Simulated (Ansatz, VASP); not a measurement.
One calculation of Zn4Se, two programs

```
Zn Se
1.0
     4.64085    0.00000    0.00000
     0.00000    4.64085    0.00000
     0.00000    0.00000    4.64085
Zn Se
4 1
Direct
  0.30338 0.30338 0.30338
  0.69662 0.69662 0.30338
  0.30338 0.69662 0.69662
  0.69662 0.30338 0.69662
  0.00000 0.00000 0.00000
```

Change from the starting cell: species swapped into the SnI4 type (P-43m, No. 215).

Alike in both runs: functional PBE; k mesh 4 × 4 × 4; occupations gaussian, width 0.1 eV; no spin polarisation.

Ansatz relaxed the structure, and its values are those at the end. VASP's run is a single point on that final structure, the one shown.

|  | VASP | Ansatz |
| --- | --- | --- |
| version | VASP 6.6.1 | Ansatz 0.2.0 |
| potentials or method | VASP PAW PBE potentials, release 64 (Zn, Se) | scalar-relativistic, plane waves, PAW |
| plane-wave cutoff (eV) | 520 | 420 |
| valence electrons in the cell | 54 | 64 |

|  | VASP | Ansatz | Ansatz less VASP |
| --- | --- | --- | --- |
| gap on the k mesh at the Fermi level (eV) | none | none | - |
| pressure (GPa) | 0.2 | 0.0 | -0.23 |
| rms of the force components (eV/Å) | 0.004 | 0.004 | +0.0005 |

A gap of «none» marks a metal or a gap that the smearing closes. The functional is the same, so the differences come from potentials, cutoffs and numerics. The two sets of potentials don't hold the same shells in valence.
